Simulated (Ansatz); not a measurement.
The following input was run with Ansatz 0.2.0.

```yaml
crystal:
  lattice:
    - [0.0, 3.839672259, 3.839672259]
    - [3.839672259, 0.0, 3.839672259]
    - [3.839672259, 3.839672259, 0.0]
  atoms:
    - { symbol: In, position: [0.0, 0.0, 0.0] }
    - { symbol: Sb, position: [0.25, 0.25, 0.25] }
    - { symbol: Sb, position: [0.75, 0.75, 0.75] }
    - { symbol: Sb, position: [0.5, 0.5, 0.5] }
basis:
  ecutwfc: 420
kpoints:
  mp_grid: { grid: [10, 10, 10] }
hamiltonian:
  xc: pbe
scf:
  occupations: { method: gaussian, width: 0.1 }
output:
  forces: true
  stress: true
  eigenvalues: true
```

It can be run as
```bash
ansatz run input.yaml --threads 1 --pin off --backend cpu --events-out ev --progress --plain --runs-dir out  # memory cap (--max-ram) not shown
```

Method: DFT PBE, scalar-relativistic, plane waves, PAW in Ansatz.

From the run's log, abridged:

```
Pseudopotentials: kind: paw
Pseudopotential: In, paw, valence charge 13, recommended cutoff 420 eV (normal)
Pseudopotential: Sb, paw, valence charge 15, recommended cutoff 420 eV (normal)
Functional definition: PBE
Crystal: 4 atoms, lattice volume = 113.217 Å³
Basis set: ecut = 420 eV, 2229 PW (Γ), exchange–correlation on 80×80×80 points (8 copies of the dense FFT grid, shifted against one another)
Bands: 35, of which v1, the nominal top of the filled ones, is band 29 counted from 1 (28 counted from 0)
Symmetry: 48 space group operations
Space group: Fm-3m (ITA 225), of the structure as read, at distance tolerance 4.8e-5 Å
k-points: 47 of 1000
Initial density: superposition of atomic densities (neutral atoms: chi_scale 0, normalization atom), corrected by the library's trained network
Initial wavefunctions: pseudopotential atomic-orbital guess
Functional: x = pbe(κ = 0.804, μ = 0.21951497), c = pbe(β = 0.06672455)
SCF iter   1: F=—  HF=-25050.609948 eV  |F-HF|=—  |Δ(HF+E_count)|=         —  Δρ=9.47e-4  dr2=1.00e-3  ethr=1.77e-3  ⟨swp⟩=9.6  Hψ=7429  notcnv=0
SCF iter   2: F=—  HF=-25050.606621 eV  |F-HF|=—  |Δ(HF+E_count)|=   3.33e-3  Δρ=5.35e-4  dr2=3.69e-4  ethr=1.72e-6  ⟨swp⟩=2.3  Hψ=3421  notcnv=0
SCF iter   3: F=—  HF=-25050.606678 eV  |F-HF|=—  |Δ(HF+E_count)|=   5.68e-5  Δρ=2.54e-4  dr2=6.17e-5  ethr=6.36e-7  ⟨swp⟩=2.0  Hψ=2274  notcnv=0
SCF iter   4: F=—  HF=-25050.606686 eV  |F-HF|=—  |Δ(HF+E_count)|=   8.59e-6  Δρ=8.72e-5  dr2=6.67e-6  ethr=1.06e-7  ⟨swp⟩=2.0  Hψ=1836  notcnv=0
SCF iter   5: F=—  HF=-25050.606685 eV  |F-HF|=—  |Δ(HF+E_count)|=   9.40e-7  Δρ=1.45e-5  dr2=4.04e-7  ethr=1.15e-8  ⟨swp⟩=2.1  Hψ=2730  notcnv=0
SCF iter   6: F=-25050.606685 eV  HF=-25050.606685 eV  |F-HF|=6.03e-8  |Δ(HF+E_count)|=   3.51e-8  Δρ=9.05e-6  dr2=6.45e-8  ethr=1.72e-10  ⟨swp⟩=8.3  Hψ=7027  notcnv=0
SCF 1 converged in 6 iterations: F = -25050.606685 eV  dr2 = 6.45e-8
SCF converged after 6 iterations
Free energy (F): -25050.606685 eV
Harris-Foulkes:  -25050.606685 eV  (|F-HF|=6.03e-8)
Internal energy: -25050.594899 eV  (E = F + TS)
E sigma→0 (E₀):  -25050.600792 eV
Entropy (-TS):   -0.011786 eV (-2.946 meV/atom)
Fermi energy:    10.418867 eV
--- Per-component energies (eV) ---
  E_band       = -504.687955
  E_kinetic    = 857.982599
  E_local      = -5559.517320  (includes V_loc(G=0)·N_el)
  E_nonlocal   = 1450.421533
  E_hartree    = 2455.427862
  E_xc         = -629.997157
  E_vxc        = -386.851844  (∫ρ·V_xc dr)
  E_paw        = -17875.577358  (= ΣΔE_a)
  E_vpaw       = -1777.598999  (= ΣTr[D̂ρ^β])
  E_aug_tail   = 0.000021  (compensation charges beyond the density's cutoff)
  E_ewald      = -5749.335080
  E_smearing   = -0.011786  (= −TS)
--- Forces (eV/Å), atoms counted from 1 ---
  atom   1  In     0.00000000     0.00000000     0.00000000
  atom   2  Sb     0.00000000     0.00000000     0.00000000
  atom   3  Sb     0.00000000     0.00000000     0.00000000
  atom   4  Sb     0.00000000     0.00000000     0.00000000
--- Stress (GPa, compression-positive) ---
       -1.815288       0.000000       0.000000
        0.000000      -1.815288       0.000000
        0.000000       0.000000      -1.815288
  P = ⅓ Tr σ = -1.8153 GPa (-18.153 kbar)
--- Band table (eV; the first three rows and the last of 47) ---
  k-point 0: bands = ["-18.8832", "-18.8832", "-18.8832", "-18.8802", "-18.8802", "-18.7481", "-18.7481", "-18.7465", "-18.7465", "-18.7465", "-18.7306", "-18.7306", "-18.7306", "-18.7260", "-18.7260", "-4.0561", "-4.0561", "-4.0561", "-4.0289", "-4.0289", "-1.5597", "2.6043", "3.6161", "7.9841", "8.0563", "8.0563", "8.0563", "8.1660", "8.1660", "8.1660", "9.8045", "9.8045", "9.8045", "13.9623", "13.9623"]
  k-point 1: bands = ["-18.8834", "-18.8834", "-18.8830", "-18.8800", "-18.8800", "-18.7478", "-18.7478", "-18.7459", "-18.7459", "-18.7456", "-18.7315", "-18.7307", "-18.7307", "-18.7265", "-18.7265", "-4.0572", "-4.0556", "-4.0556", "-4.0291", "-4.0291", "-1.4886", "2.5245", "3.4795", "7.3429", "7.7182", "7.7182", "7.7218", "8.4826", "8.4826", "9.0868", "9.8127", "9.8127", "10.5193", "14.2533", "14.2533"]
  k-point 2: bands = ["-18.8841", "-18.8841", "-18.8825", "-18.8794", "-18.8794", "-18.7468", "-18.7468", "-18.7447", "-18.7447", "-18.7435", "-18.7342", "-18.7314", "-18.7314", "-18.7279", "-18.7279", "-4.0602", "-4.0543", "-4.0543", "-4.0295", "-4.0295", "-1.2769", "2.2507", "3.1572", "6.6369", "7.4235", "7.4235", "7.7408", "8.5358", "8.5358", "10.1112", "10.1112", "10.3007", "11.8518", "14.8773", "15.0057"]
  k-point 46: bands = ["-18.8871", "-18.8842", "-18.8814", "-18.8780", "-18.8771", "-18.7470", "-18.7446", "-18.7443", "-18.7431", "-18.7391", "-18.7371", "-18.7341", "-18.7326", "-18.7303", "-18.7281", "-4.0665", "-4.0570", "-4.0458", "-4.0366", "-4.0289", "0.8611", "0.8817", "1.2388", "4.0027", "6.9041", "7.4928", "8.1803", "8.9554", "11.4825", "11.7697", "12.3214", "12.3353", "13.5636", "14.3648", "14.5850"]
```

Self-consistency was reached.